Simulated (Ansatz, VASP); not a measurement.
# Be: VASP beside Ansatz

The input INCAR:

```
PREC = Accurate
ENCUT = 520
EDIFF = 1E-7
ISMEAR = 0
SIGMA = 0.1
LREAL = False
LASPH = True
NELM = 100
ALGO = Normal
ISIF = 2
LWAVE = False
LCHARG = False
GGA = PE
NBANDS = 7
```

The input KPOINTS:

```
Automatic mesh
0
Gamma
  24 24 24
```

File POSCAR:

```
Be
1.0
   -1.2625951901      1.2625951901      1.2625951901
    1.2625951901     -1.2625951901      1.2625951901
    1.2625951901      1.2625951901     -1.2625951901
Be
1
Direct
    0.0000000000      0.0000000000      0.0000000000
```

Input for Ansatz:

```yaml
crystal:
  lattice:
    - [-1.2625951901, 1.2625951901, 1.2625951901]
    - [1.2625951901, -1.2625951901, 1.2625951901]
    - [1.2625951901, 1.2625951901, -1.2625951901]
  atoms:
    - { symbol: Be, position: [0.0, 0.0, 0.0] }
basis:
  ecutwfc: 420
kpoints:
  mp_grid: { grid: [24, 24, 24] }
hamiltonian:
  xc: pbe
scf:
  occupations: { method: gaussian, width: 0.1 }
output:
  forces: true
  stress: true
  eigenvalues: true
```

Alike in both runs: task single point; functional PBE; k mesh 24 × 24 × 24; occupations gaussian, width 0.1 eV; no spin polarisation.

|  | VASP | Ansatz |
| --- | --- | --- |
| version | VASP 6.6.1 | Ansatz 0.2.0 |
| potentials or method | VASP PAW PBE potentials, release 64 (Be) | scalar-relativistic, plane waves, PAW |
| plane-wave cutoff (eV) | 520 | 420 |
| valence electrons in the cell | 2 | 2 |

```tsv
	VASP	Ansatz	Ansatz less VASP
gap on the k mesh at the Fermi level (eV)	none	none	-
pressure (GPa)	-3.3	-3.5	-0.14
```

A gap of «none» marks a metal or a gap that the smearing closes. With one functional, cell and mesh, what is left measures potentials, basis and numerics.
